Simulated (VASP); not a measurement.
# Lu (Im-3m) in VASP: a series of runs

The runs below take Lu through single point, electron localisation function, with r2SCAN+D3(BJ), RPBE, PBE+rVV10.

Everything below comes from runs of VASP 6.6.1. Logs are shortened: lines on timing, memory, paths and dates and some standing lists are left out, and cuts for length are marked.

## (1) Starting point

It takes space group Im-3m (No. 229, cubic). The conventional cell has a = 3.908 Å, b = 3.908 Å, c = 3.908 Å, α = 90.00°, β = 90.00°, γ = 90.00°. Around Lu (site symmetry m-3m) lie 8 Lu at 3.38 Å.

This isn't the form of Lu at room conditions, which is hcp.

## (2) Single point, r2SCAN+D3(BJ), non-collinear spin, ferromagnetic start

Input file INCAR:

```
ALGO = Normal ; EDIFF = 1E-7
ENCUT = 520 ; ISIF = 2
ISMEAR = -5 ; IVDW = 12
LASPH = True ; LCHARG = False
LMIXTAU = True ; LNONCOLLINEAR = True
LORBIT = 11 ; LREAL = False
LWAVE = False ; MAGMOM = 0.354 0.354 0
METAGGA = R2SCAN ; NELM = 100
PREC = Accurate ; SIGMA = 0.05
VDW_A1 = 0.49484001 ; VDW_A2 = 5.73083694
VDW_S6 = 1.0 ; VDW_S8 = 0.78981345
```

Input file KPOINTS:

```
k-points
0
Gamma
  7 7 7
```

Input file POSCAR:

```
Lu
1.0
   -1.9541071088      1.9541071088      1.9541071088
    1.9541071088     -1.9541071088      1.9541071088
    1.9541071088      1.9541071088     -1.9541071088
Lu
1
Cartesian
    0.0000000000      0.0000000000      0.0000000000
```

Potentials or basis: VASP PAW PBE potentials, release 64 (Lu_3), 4f in core.

Started as:

```
> cat potpaw_PBE.64/Lu_3/POTCAR > POTCAR
> mpirun -np 1 vasp_ncl > vasp.out
```

OUTCAR:

```text
EDIFF = 1E-7
   ENCUT = 520
   ISIF = 2
   ISMEAR = -5
   IVDW = 12
   LASPH = True
   LNONCOLLINEAR = True
   LORBIT = 11
   LREAL = False
   METAGGA = R2SCAN
   NELM = 100
   PREC = Accurate
 IVDW          = 12

 ion  position               nearest neighbor table
   1  0.000  0.000  0.000-

  LATTYP: Found a body centered cubic cell.
 ALAT       =     3.9082142176

  Lattice vectors:

 A1 = (  -1.9541071088,   1.9541071088,   1.9541071088)
 A2 = (   1.9541071088,  -1.9541071088,   1.9541071088)
 A3 = (   1.9541071088,   1.9541071088,  -1.9541071088)

Analysis of symmetry for initial positions (statically):
=====================================================================
 Subroutine PRICEL returns:
 Original cell was already a primitive cell.

 Routine SETGRP: Setting up the symmetry group for a
 body centered cubic supercell.

 Subroutine GETGRP returns: Found 48 space group operations
 (whereof 48 operations were pure point group operations)
 out of a pool of 48 trial point group operations.

The static configuration has the point symmetry O_h .

Analysis of symmetry for dynamics (positions and initial velocities):
=====================================================================
 Subroutine PRICEL returns:
 Original cell was already a primitive cell.

 Routine SETGRP: Setting up the symmetry group for a
 body centered cubic supercell.

 Subroutine GETGRP returns: Found 48 space group operations
 (whereof 48 operations were pure point group operations)
 out of a pool of 48 trial point group operations.

The dynamic configuration has the point symmetry O_h .

Analysis of structural, dynamic, and magnetic symmetry:
=====================================================================
 Subroutine PRICEL returns:
 Original cell was already a primitive cell.
[... 356 lines left out ...]

         DFTD3 V3.0 Rev 1
 DF unknown
 parameters
 k1-k3        =   16.0000    1.3333   -4.0000
 Edisp (eV)   -0.16428

 E6    (eV) :    -0.0932
 E8    (eV) :    -0.0711
 % E8        : 43.26

  FORCE on cell =-STRESS in cart. coord.  units (eV):
  Direction    XX          YY          ZZ          XY          YZ          ZX
  --------------------------------------------------------------------------------------
  -------------------------------------------------------------------------------------
  Total      -0.12913    -0.12913    -0.17349    -0.01037    -0.00000     0.00000
  in kB      -6.93174    -6.93174    -9.31301    -0.55678    -0.00004     0.00004
  external pressure =       -7.73 kB  Pullay stress =        0.00 kB

 VOLUME and BASIS-vectors are now :
 -----------------------------------------------------------------------------
  energy-cutoff  :      520.00
  volume of cell :       29.85
      direct lattice vectors                 reciprocal lattice vectors
    -1.954107109  1.954107109  1.954107109     0.000000000  0.255871338  0.255871338
     1.954107109 -1.954107109  1.954107109     0.255871338  0.000000000  0.255871338
     1.954107109  1.954107109 -1.954107109     0.255871338  0.255871338  0.000000000

  length of vectors
     3.384612796  3.384612796  3.384612796     0.361856716  0.361856716  0.361856716

 FORCES acting on ions
    electron-ion (+dipol)            ewald-force                    non-local-force                 convergence-correction
 -----------------------------------------------------------------------------------------------
   -.424E-14 -.179E-13 -.446E-14   0.354E-15 0.755E-15 0.540E-15   -.414E-23 -.414E-23 0.414E-23   -.699E-14 -.304E-13 -.802E-14
 -----------------------------------------------------------------------------------------------
   -.525E-14 -.182E-13 -.510E-14   0.354E-15 0.755E-15 0.540E-15   -.414E-23 -.414E-23 0.414E-23   -.699E-14 -.304E-13 -.802E-14

 POSITION                                       TOTAL-FORCE (eV/Angst)
 -----------------------------------------------------------------------------------
      0.00000      0.00000      0.00000         0.000000      0.000000      0.000000
 -----------------------------------------------------------------------------------
    total drift:                               -0.000000     -0.000000     -0.000000

--------------------------------------------------------------------------------------------------------

  FREE ENERGIE OF THE ION-ELECTRON SYSTEM (eV)
  ---------------------------------------------------
  free  energy   TOTEN  =       -38.1404747746 eV

  energy  without entropy=      -38.1404747746  energy(sigma->0) =      -38.14047477

--------------------------------------------------------------------------------------------------------

--------------------------------------------------------------------------------------------------------

 -----------------------------------------------------------------------------
|                                                                             |
|           W    W    AA    RRRRR   N    N  II  N    N   GGGG   !!!           |
|           W    W   A  A   R    R  NN   N  II  NN   N  G    G  !!!           |
|           W    W  A    A  R    R  N N  N  II  N N  N  G       !!!           |
|           W WW W  AAAAAA  RRRRR   N  N N  II  N  N N  G  GGG   !            |
|           WW  WW  A    A  R   R   N   NN  II  N   NN  G    G                |
|           W    W  A    A  R    R  N    N  II  N    N   GGGG   !!!           |
|                                                                             |
|     Tetrahedron method does not include variations of the Fermi             |
|     occupations, so forces and stress will be inaccurate. We suggest        |
|     using a different smearing scheme ISMEAR = 1 or 2 for metals in         |
|     relaxations.                                                            |
|                                                                             |
 -----------------------------------------------------------------------------

 total charge

# of ion       s       p       d       tot
------------------------------------------
    1        0.474   6.495   0.833   7.802
[... 19 lines left out ...]
 BZINTS: Fermi energy:    2.818581;    9.000000 electrons
         Band energy:-0.149218E+03;  BLOECHL correction:   -0.048337
 BZINTS: Fermi energy:    2.818581;    9.000000 electrons
         Band energy:-0.149218E+03;  BLOECHL correction:   -0.048337
 BZINTS: Fermi energy:    2.818581;    9.000000 electrons
         Band energy:-0.149218E+03;  BLOECHL correction:   -0.048337
 BZINTS: Fermi energy:    2.818581;    9.000000 electrons
         Band energy:-0.149218E+03;  BLOECHL correction:   -0.048337

=======================================================================
```

OSZICAR:

```text
N       E                     dE             d eps       ncg     rms          rms(c)
DAV:   1    -0.922965707223E+01   -0.92297E+01   -0.43276E+03  5096   0.123E+03
DAV:   2    -0.377094250371E+02   -0.28480E+02   -0.27673E+02  5704   0.601E+02
DAV:   3    -0.387128820300E+02   -0.10035E+01   -0.99321E+00  4376   0.661E+01
DAV:   4    -0.387534010979E+02   -0.40519E-01   -0.40292E-01  5592   0.711E+00
[... 13 lines left out ...]
DAV:  18    -0.379761942616E+02    0.47579E-06   -0.45875E-09  2224   0.314E-03    0.261E-04
DAV:  19    -0.379761937745E+02    0.48720E-06   -0.34607E-09  2136   0.244E-03    0.132E-04
DAV:  20    -0.379761936596E+02    0.11483E-06   -0.27781E-09  2040   0.242E-03    0.812E-05
DAV:  21    -0.379761935996E+02    0.60007E-07   -0.22728E-09  1864   0.202E-03
   1 F= -.38140475E+02 E0= -.38140475E+02  d E =0.000000E+00  mag=     0.4196     0.4196    -0.0000
```

stdout:

```text
POSCAR found type information on POSCAR Lu
 POSCAR found :  1 types and       1 ions
 scaLAPACK will be used
 -----------------------------------------------------------------------------
|                                                                             |
[... 23 lines left out ...]
|     occupations, so forces and stress will be inaccurate. We suggest        |
|     using a different smearing scheme ISMEAR = 1 or 2 for metals in         |
|     relaxations.                                                            |
|                                                                             |
 -----------------------------------------------------------------------------
```

Wall time 16 min (1 thread of Intel Xeon Platinum 8488C (Sapphire Rapids), shared host); peak memory 0.34 GiB.

What came out:

```
Free energy                                           : -38.1405 eV
Pressure                                              : -0.8 GPa
Band gap on the k mesh                                : none (metal or under the smearing width)
Net moment                                            : 0.59 μB per cell
Valence electrons inside the program's atomic spheres : Lu 7.80
Dispersion energy per atom                            : -0.164 eV
```

Moments on the atoms (μB; x, y, z):
```
Lu  0.27 0.27 0.00
```

Caveat: the PAW data sets were made with another functional, which shifts forces and pressure a little; spin-orbit coupling is left out, which moves the levels of the heavy elements; pairwise dispersion overbinds metals, which lowers pressure and volume; tetrahedron occupations give inexact forces and stress in metals.

## (3) Single point, RPBE

Input file INCAR:

```
ALGO     = Normal         # electronic algorithm
EDIFF    = 1E-6           # SCF threshold, eV
ENCUT    = 520            # plane-wave cutoff, eV
GGA      = RP             # functional
ISIF     = 2              # what is computed and relaxed
ISMEAR   = 0              # smearing method
LASPH    = T              # aspherical terms in the spheres
LCHARG   = T              # write CHGCAR
LELF     = T              # ELF
LREAL    = F              # projectors in reciprocal space
LVHAR    = T            
LWAVE    = F              # write WAVECAR
NBANDS   = 10             # bands
NELM     = 100            # most SCF steps
PREC     = Accurate       # precision mode
SIGMA    = 0.02           # smearing width, eV
```

Input file KPOINTS:

```
k-points
0
Gamma
  10 10 10
```

POSCAR is that of step 2.

Potentials or basis: VASP PAW PBE potentials, release 64 (Lu_3), 4f in core.

Started as:

```
> cat potpaw_PBE.64/Lu_3/POTCAR > POTCAR
> mpirun -np 1 vasp_std > vasp.out
```

Wall time 16 s (1 thread of Intel Xeon Platinum 8375C at 2.90GHz (Ice Lake), shared host); peak memory 0.16 GiB.

The run converged. Its results:

```yaml
Free_energy: -4.0008 eV
Pressure: 2.0 GPa
Band_gap_on_the_k_mesh: none (metal or under the smearing width)
```

Levels at points of the mesh, in eV from the Fermi level:
```
           k point  band 2  band 3  band 4  band 5  band 6  band 7
(0.00, 0.00, 0.00)  -26.88  -26.88   -6.13    2.16    2.16    2.16
(0.50, 0.00, 0.00)  -27.03  -26.88   -2.50    0.38    0.43    4.09
(0.50, 0.50, 0.50)  -27.20  -27.20   -1.47   -1.47    5.58    5.58
```

Caveat: the PAW data sets were made with another functional, which shifts forces and pressure a little. The run has no spin-orbit coupling, so splittings on Lu are missing.

## (4) Single point, RPBE

Input file run.py:

```python
from ase.calculators.vasp import Vasp
from ase.dft.bandgap import bandgap
from ase.io import read

atoms = read('Lu.cif')
calc = Vasp(
    directory='calc',
    xc='rpbe',
    pp='PBE',
    setups='materialsproject',
    prec='Accurate',
    encut=520,
    ediff=1e-06,
    ismear=0,
    sigma=0.02,
    lreal=False,
    lasph=True,
    nelm=60,
    algo='Fast',
    isif=2,
    lwave=False,
    lcharg=False,
    kpts=[10, 10, 10],
    gamma=True,
)
atoms.calc = calc

print('energy (eV):', atoms.get_potential_energy())
print('free energy (eV):', atoms.get_potential_energy(force_consistent=True))
print('forces (eV/A):')
print(atoms.get_forces())
print('stress (eV/A^3, Voigt):', atoms.get_stress())
print('Fermi level (eV):', calc.get_fermi_level())
gap, top, bottom = bandgap(calc)
print('band gap (eV):', gap, 'from (spin, k, band)', top, 'to', bottom)
```

Input file Lu.cif:

```cif
data_Lu
_cell_length_a 3.38461280
_cell_length_b 3.38461280
_cell_length_c 3.38461280
_cell_angle_alpha 109.47122063
_cell_angle_beta 109.47122063
_cell_angle_gamma 109.47122063
_space_group_name_H-M_alt 'P1'
_space_group_name_Hall 'P 1'
_space_group_IT_number 1
loop_
_space_group_symop_operation_xyz
'x,y,z'
loop_
_atom_site_label
_atom_site_type_symbol
_atom_site_symmetry_multiplicity
_atom_site_Wyckoff_symbol
_atom_site_fract_x
_atom_site_fract_y
_atom_site_fract_z
_atom_site_occupancy
Lu1 Lu 1 a 0.0000000000 0.0000000000 0.0000000000 1
```

Started as:

```
> python run.py
```

Run time: 37 s. Hardware: 1 thread of Intel Xeon Platinum 8375C at 2.90GHz (Ice Lake), shared host; peak memory 0.15 GiB.

Results (log left out):

- Free energy: -4.0008 eV
- Pressure: 2.0 GPa
- Band gap on the k mesh: none (metal or under the smearing width)

Levels at points of the mesh, in eV from the Fermi level:
```tsv
k point	band 1	band 2	band 3	band 4	band 5	band 6	band 7	band 8
(0.00, 0.00, 0.00)	-26.87	-26.87	-26.87	-6.13	2.16	2.16	2.16	4.32
(0.50, 0.00, 0.00)	-27.33	-27.02	-26.87	-2.50	0.38	0.43	4.09	5.06
(0.50, 0.50, 0.50)	-27.20	-27.20	-27.20	-1.47	-1.47	5.58	5.58	5.58
```

Caveat: the PAW data sets were made with another functional, which shifts forces and pressure a little. The run has no spin-orbit coupling, so splittings on Lu are missing.

## (5) Electron localisation function, PBE+rVV10 (volume scaled by 1.25)

Input file INCAR:

```
SYSTEM = Lu
PREC     = Accurate       ! precision mode
ENCUT    = 520            ! plane-wave cutoff, eV
EDIFF    = 1E-7           ! SCF threshold, eV
ISMEAR   = 0              ! smearing method
SIGMA    = 0.05           ! smearing width, eV
LREAL    = .False.        ! projectors in reciprocal space
LASPH    = .True.         ! aspherical terms in the spheres
NELM     = 80             ! most SCF steps
ALGO     = Normal         ! electronic algorithm
ISIF     = 2              ! what is computed and relaxed
LWAVE    = .False.        ! write WAVECAR
LCHARG   = .True.         ! write CHGCAR
GGA      = PE             ! functional
LUSE_VDW = .True.       
IVDW_NL  = 2            
BPARAM   = 10.0         
CPARAM   = 0.0093       
LELF     = .True.         ! ELF
```

Input file KPOINTS:

```
Automatic mesh
0
Gamma
  10 10 10
  0 0 0
```

Input file POSCAR:

```
Lu
1.0
   -2.1049980716      2.1049980716      2.1049980716
    2.1049980716     -2.1049980716      2.1049980716
    2.1049980716      2.1049980716     -2.1049980716
Lu
1
Direct
    0.0000000000      0.0000000000      0.0000000000
```

Potentials or basis: VASP PAW PBE potentials, release 64 (Lu_3), 4f in core.

Started as:

```
> cat potpaw_PBE.64/Lu_3/POTCAR > POTCAR
> mpirun -np 1 vasp_std > vasp.out
```

OUTCAR:

```text
SYSTEM = Lu
   PREC = Accurate
   ENCUT = 520
   EDIFF = 1E-7
   ISMEAR = 0
   LREAL = .False.
   LASPH = .True.
   NELM = 80
   ISIF = 2
   GGA = PE
   IVDW_NL = 2
   BPARAM = 10.0

 ion  position               nearest neighbor table
   1  0.000  0.000  0.000-

  LATTYP: Found a body centered cubic cell.
 ALAT       =     4.2099961432

  Lattice vectors:

 A1 = (  -2.1049980716,   2.1049980716,   2.1049980716)
 A2 = (   2.1049980716,  -2.1049980716,   2.1049980716)
[... 445 lines left out ...]
      7       4.5436      0.00000
      8       5.4509      0.00000

 [... further k-points ...]

------------------------ aborting loop because EDIFF is reached ----------------------------------------

  FORCE on cell =-STRESS in cart. coord.  units (eV):
  Direction    XX          YY          ZZ          XY          YZ          ZX
  --------------------------------------------------------------------------------------
  -------------------------------------------------------------------------------------
  Total       -1.6663667     -1.6663667     -1.6663667     -0.0000000     -0.0000000     -0.0000000
  in kB      -71.5592974    -71.5592974    -71.5592974     -0.0000000     -0.0000000     -0.0000000
  external PRESSURE =     -71.5592974 kB  Pullay stress =       0.0000000 kB

 VOLUME and BASIS-vectors are now :
 -----------------------------------------------------------------------------
  energy-cutoff  :      520.00
  volume of cell :       37.31
      direct lattice vectors                 reciprocal lattice vectors
    -2.104998072  2.104998072  2.104998072     0.000000000  0.237529909  0.237529909
     2.104998072 -2.104998072  2.104998072     0.237529909  0.000000000  0.237529909
     2.104998072  2.104998072 -2.104998072     0.237529909  0.237529909  0.000000000

 POSITION                                       TOTAL-FORCE (eV/Angst)
 -----------------------------------------------------------------------------------
      0.00000      0.00000      0.00000         0.000000      0.000000      0.000000
 -----------------------------------------------------------------------------------
    total drift:                               -0.000000     -0.000000     -0.000000

  FREE ENERGIE OF THE ION-ELECTRON SYSTEM (eV)
  ---------------------------------------------------
  free  energy   TOTEN  =        -3.7931737944 eV

  energy  without entropy=       -3.7887659158  energy(sigma->0) =       -3.79096986
```

Run time: 55 s. Hardware: 1 thread of Intel Xeon Platinum 8488C (Sapphire Rapids), shared host; peak memory 0.26 GiB.

Results:

* Free energy: -3.7932 eV
* Pressure: -7.2 GPa
* Band gap on the k mesh: none (metal or under the smearing width)

Levels at points of the mesh, in eV from the Fermi level:
| k point | band 2 | band 3 | band 4 | band 5 | band 6 | band 7 |
| --- | --- | --- | --- | --- | --- | --- |
| (0.00, 0.00, 0.00) | -27.52 | -27.52 | -5.50 | 1.83 | 1.83 | 1.83 |
| (0.50, 0.00, 0.00) | -27.59 | -27.52 | -2.16 | 0.02 | 0.52 | 3.26 |
| (0.50, 0.50, 0.50) | -27.67 | -27.67 | -0.91 | -0.91 | 4.35 | 4.35 |

Caveat: pairwise dispersion overbinds metals, which lowers pressure and volume.

## (6) The reference run

An earlier run on the cell as given: functional PBE; potentials or basis VASP PAW PBE potentials, release 64 (Lu); cutoff 520 eV; k mesh 10 × 10 × 10; occupations fermi-dirac, width 0.05 eV; no spin polarisation.

* Pressure: -0.3 GPa
* Band gap on the k mesh: none (metal or under the smearing width)

## (7) Overview

| task | level | potentials or basis | spin | cell | k mesh | smearing | gap on the mesh (eV) | pressure (GPa) |
| --- | --- | --- | --- | --- | --- | --- | --- | --- |
| single point | r2SCAN+D3(BJ) | VASP PAW PBE potentials, release 64 (Lu_3), 4f in core | non-collinear, ferromagnetic start | as given | 7 × 7 × 7 | tetrahedron | none | -0.8 |
| single point | RPBE | VASP PAW PBE potentials, release 64 (Lu_3), 4f in core | off | as given | 10 × 10 × 10 | gaussian 0.02 eV | none | 2.0 |
| electron localisation function | PBE+rVV10 | VASP PAW PBE potentials, release 64 (Lu_3), 4f in core | off | volume scaled by 1.25 | 10 × 10 × 10 | gaussian 0.05 eV | none | -7.2 |
| single point | PBE | VASP PAW PBE potentials, release 64 (Lu) | off | as given | 10 × 10 × 10 | fermi-dirac 0.05 eV | none | -0.3 |

Alike in all rows: cutoff (eV) 520.

Caveats: the PAW data sets were made with another functional, which shifts forces and pressure a little (some runs); pairwise dispersion overbinds metals, which lowers pressure and volume (some runs); spin-orbit coupling is left out, which moves the levels of the heavy elements (some runs); tetrahedron occupations give inexact forces and stress in metals (some runs).

Absolute energies hang on the potentials; compare differences alone.
